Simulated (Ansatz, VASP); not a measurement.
**Pb: VASP beside Ansatz**

Contents of INCAR:

```
SYSTEM = Pb
PREC = Accurate ; ENCUT = 600
EDIFF = 1E-7 ; ISMEAR = 0
SIGMA = 0.1 ; LREAL = .FALSE.
LASPH = .TRUE. ; NELM = 100
ALGO = Fast ; ISIF = 3
LWAVE = .FALSE. ; LCHARG = .FALSE.
GGA = PS ; IBRION = 2
NSW = 70 ; EDIFFG = -0.005
```

File KPOINTS:

```
regular mesh
0
G
  15 15 8
  0 0 0
```

File POSCAR:

```
Pb
1.0
    3.4894605504      0.0000000000      0.0000000000
   -1.7447302752      3.0219614822      0.0000000000
    0.0000000000      0.0000000000      5.7527048411
Pb
2
Direct
    0.3333333333      0.6666666667      0.2500000000
    0.6666666667      0.3333333333      0.7500000000
```

Input for Ansatz:

```yaml
crystal:
  lattice:
    - [3.4894605504, 0.0, 0.0]
    - [-1.7447302752, 3.0219614822, 0.0]
    - [0.0, 0.0, 5.7527048411]
  atoms:
    - { symbol: Pb, position: [0.3333333333, 0.6666666667, 0.25] }
    - { symbol: Pb, position: [0.6666666667, 0.3333333333, 0.75] }
basis:
  ecutwfc: 420
kpoints:
  mp_grid: { grid: [15, 15, 8] }
hamiltonian:
  xc: pbesol
scf:
  occupations: { method: gaussian, width: 0.1 }
output:
  forces: true
  stress: true
  eigenvalues: true
relax:
  adjacent_minimum: "off"
  f_tol: 0.005
  max_steps: 50
  cell: { stress_tol: 0.05 }
```

Alike in both runs: task relaxation of cell and atoms; functional PBEsol; k mesh 15 × 15 × 8; occupations gaussian, width 0.1 eV; no spin polarisation.

|  | VASP | Ansatz |
| --- | --- | --- |
| version | VASP 6.6.1 | Ansatz 0.2.0 |
| potentials or method | VASP PAW PBE potentials, release 64 (Pb_d) | scalar-relativistic, plane waves, PAW |
| plane-wave cutoff (eV) | 600 | 420 |
| valence electrons in the cell | 28 | 28 |

|  | VASP | Ansatz | Ansatz less VASP |
| --- | --- | --- | --- |
| gap on the k mesh at the Fermi level, each at its own relaxed structure (eV) | none | none | - |
| relaxed volume (Å³/atom) | 29.89 | 29.90 | +0.006 |
| relaxed cell length with the largest relative difference (Å) | 5.726 | 5.727 | +0.0013 |

A gap of «none» marks a metal or a gap that the smearing closes.

Caveats: the PAW data sets were made with another functional, which shifts forces and pressure a little (VASP). Spin-orbit coupling is left out, which matters for the levels of Pb.
